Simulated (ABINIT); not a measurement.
The system is TiTe2.

```xyz
3
Lattice="3.7770 0.0000 0.0000 -1.8885 3.2710 0.0000 0.0000 0.0000 6.4980" Properties=species:S:1:pos:R:3 pbc="T T T"
Te    0.0000    2.1807    4.7903
Te    1.8885    1.0903    1.7077
Ti    0.0000    0.0000    0.0000
```

| Quantity | Value |
| --- | --- |
| Program | ABINIT 10.8.3 (patched build) |
| Task | relaxation of cell and atoms |
| Functional | r2SCAN |
| Potentials or basis | JTH PAW PBE v2.0 |
| Cutoff | 490 eV |
| k mesh | 4 × 4 × 2 |
| Occupations | fermi-dirac, width 0.05 eV |
| Spin | no spin polarisation |

At the start: pressure 0.4 GPa; volume 26.76 Å³/atom.

**Question.** How do energy, volume and symmetry change on relaxing?

**Answer.** Over 13 steps the energy falls by 5.9 meV/atom and the volume is 27.31 Å³/atom (+2.0 %); space group P-3m1 (No. 164, to 0.05 Å).

The path:
```
step  energy change (eV)  largest force (eV/Å)  pressure (GPa)  volume (Å³)
   1              0.0000                0.1359            0.42        80.28
   2             -0.0008                0.1297            0.40        80.38
   3             -0.0181                0.0285           -0.49        82.35
   4             -0.0146                0.0493           -0.17        81.68
   5             -0.0148                0.0416           -0.12        81.59
   6             -0.0134                0.0026            0.19        81.33
   7             -0.0141                0.0052            0.18        81.48
   8             -0.0175                0.0261           -0.05        82.06
   9             -0.0169                0.0204            0.02        81.84
  10             -0.0154                0.0123            0.12        81.67
  11             -0.0167                0.0078            0.08        81.72
  12             -0.0171                0.0013            0.03        81.81
  13             -0.0177                0.0012           -0.01        81.92
```

Final structure:
```cif
data_structure
_symmetry_space_group_name_H-M 'P 1'
_symmetry_Int_Tables_number 1
_cell_length_a 3.7950
_cell_length_b 3.7950
_cell_length_c 6.5677
_cell_angle_alpha 90.000
_cell_angle_beta 90.000
_cell_angle_gamma 120.000
_cell_volume 81.92
loop_
_atom_site_label
_atom_site_type_symbol
_atom_site_fract_x
_atom_site_fract_y
_atom_site_fract_z
_atom_site_occupancy
Te1 Te 0.33333 0.66667 0.74203 1
Te2 Te 0.66667 0.33333 0.25797 1
Ti1 Ti 0.00000 0.00000 0.00000 1
```

Caveat: the k mesh is coarse (spacing up to 0.48 Å⁻¹), so the values aren't converged; the PAW data sets were made with another functional, which shifts forces and pressure a little.
